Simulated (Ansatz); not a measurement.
**Te2Mo: further runs on the relaxed cell**

The task, for Te2Mo: see how the gap depends on the functional.

Program: Ansatz 0.2.0. Level of theory: DFT PBE+D3(BJ), scalar-relativistic, plane waves, PAW, unless a step's input says otherwise. These are calculated values, not measurements.

2 further runs of the same task are left out: 1 that didn't finish, 1 set aside as unsound or not needed.

## 1. The structure to begin with

Symmetry: P6_3/mmc, No. 194, hexagonal system. The conventional cell has a = 3.496 Å, b = 3.496 Å, c = 13.701 Å, α = 90.00°, β = 90.00°, γ = 120.00°. Te (site symmetry 3m) has 3 Mo at 2.72 Å as nearest neighbours. Around Mo (site symmetry -6m2) lie 6 Te at 2.72 Å.

Structure file:

```cif
data_structure
_symmetry_space_group_name_H-M 'P6_3/mmc'
_symmetry_Int_Tables_number 194
_cell_length_a 3.4964
_cell_length_b 3.4964
_cell_length_c 13.7008
_cell_angle_alpha 90.000
_cell_angle_beta 90.000
_cell_angle_gamma 120.000
_cell_volume 145.05
loop_
_atom_site_label
_atom_site_type_symbol
_atom_site_symmetry_multiplicity
_atom_site_Wyckoff_symbol
_atom_site_fract_x
_atom_site_fract_y
_atom_site_fract_z
_atom_site_occupancy
Te1 Te 4 f 0.33333 0.66667 0.61734 1
Mo1 Mo 2 c 0.33333 0.66667 0.25000 1
```

This cell was relaxed beforehand with the same method: volume 24.18 Å³/atom, gap on the mesh 0.65 eV.

## 2. The same geometry with HSE06

File input.yaml:

```yaml
crystal:
  lattice:
    - [3.4964011281, 0.0, 0.0]
    - [-1.748200564, 3.0279721987, 0.0]
    - [0.0, 0.0, 13.7008448591]
  atoms:
    - { symbol: Te, position: [0.3333333333, 0.6666666667, 0.6173401535] }
    - { symbol: Te, position: [0.6666666667, 0.3333333333, 0.1173401535] }
    - { symbol: Te, position: [0.3333333333, 0.6666666667, 0.8826598465] }
    - { symbol: Te, position: [0.6666666667, 0.3333333333, 0.3826598465] }
    - { symbol: Mo, position: [0.3333333333, 0.6666666667, 0.25] }
    - { symbol: Mo, position: [0.6666666667, 0.3333333333, 0.75] }
basis:
  ecutwfc: 420
kpoints:
  mp_grid: { grid: [6, 6, 2] }
  band_path:
    path:
      - [[0.0, 0.0, 0.0], [0.5, 0.0, 0.0], [0.33333333, 0.33333333, 0.0], [0.0, 0.0, 0.0], [0.0, 0.0, 0.5], [0.5, 0.0, 0.5], [0.33333333, 0.33333333, 0.5], [0.0, 0.0, 0.5]]
      - [[0.5, 0.0, 0.5], [0.5, 0.0, 0.0]]
      - [[0.33333333, 0.33333333, 0.5], [0.33333333, 0.33333333, 0.0]]
    npoints: 4
hamiltonian:
  xc: hse06
scf:
  occupations: { method: gaussian, width: 0.02 }
output:
  forces: true
  stress: true
  eigenvalues: true
  populations: true
  dos: { projected: true, de: 0.02 }
  bader: false
  write_density: true
  write_potential: true
  elf: true
  volumetric_format: npy
```

The run is started by

```console
$ ansatz run input.yaml --threads 2 --pin off --max-ram 5120MiB --backend cpu --events-out ev --progress --plain --runs-dir out
```

**Question.** What will these runs give? Wanted: gap.

As calculated:

| quantity | value |
| --- | --- |
| gap (HSE06) | 1.10 eV, indirect on the path |

In words: These runs have no spin-orbit coupling; with Te it would split and shift bands.
